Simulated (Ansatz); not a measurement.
Ca: pressure against volume per atom

All results are calculated (Ansatz 0.2.0 development build). Equation of state of a cubic crystal from periodic Kohn-Sham density functional theory without spin; pressure corrected for the finite basis.

Cell of the first row (space group Im-3m, No. 229):
```
Ca
1.0
     -2.1477     2.1477     2.1477
      2.1477    -2.1477     2.1477
      2.1477     2.1477    -2.1477
Ca
1
Direct
  0.00000 0.00000 0.00000
```

Settings of every row: formula Ca; structure type bcc; functional PBE; spin treatment none; k mesh 18x18x18; occupation method fermi-dirac; occupation width 0.061225619 eV; wave cutoff 700 eV; datasets hard PAW; density cutoff ratio 4.

Limits: a cubic model structure, not a phase known at ambient conditions; the SCF threshold is loose for a stress in some rows.

| row | volume per atom (Å³) | pressure (GPa) | energy above lowest point (meV/atom) |
| --- | --- | --- | --- |
| 1 | 39.627 | 1.108 | 8.37 |
| 2 | 40.47 | 0.708 | 3.6 |
| 3 | 41.313 | 0.338 | 0.86 |
| 4 | 42.156 | ? | ? |
| 5 | 42.999 | -0.325 | 0.88 |
| 6 | 43.842 | -0.621 | 3.38 |
| 7 | 44.685 | -0.895 | 7.38 |

Question: what pressure should row 4 give?

Worked fit of pressure. Take u = (V_r/V)^(2/3) − 1 with V_r = 42.156 Å³ an atom, which is twice the finite (Eulerian) strain; such expansions in the strain, on which the Birch-Murnaghan equation of state is built, carry the rest volume and the bulk modulus. The shown rows have u = 0.04211, 0.02758, 0.01356, -0.01311, -0.0258, -0.0381. Least squares give pressure = −0.0061 + 24.821 × u + 38.93 × u² GPa; a straight line predicts inner rows, each left out in turn, worse (root mean square 0.023 against 0.00047 GPa). All shown rows lie on it to the printed digit. The pressure vanishes at u = 0.0002, or V = 42.14 Å³ an atom, and there the bulk modulus at fixed shape and fractions is B = −V dP/dV = (2/3)(1 + u) dP/du = 16.6 GPa. The withheld row has u = 0, so the fit gives −0.0061 + 24.821 × (0) + 38.93 × (0)² = -0.006 GPa.

The calculation gave -0.006 GPa. The fit meets it to the printed digit.

The other values of row 4: energy above lowest point 0 meV/atom.
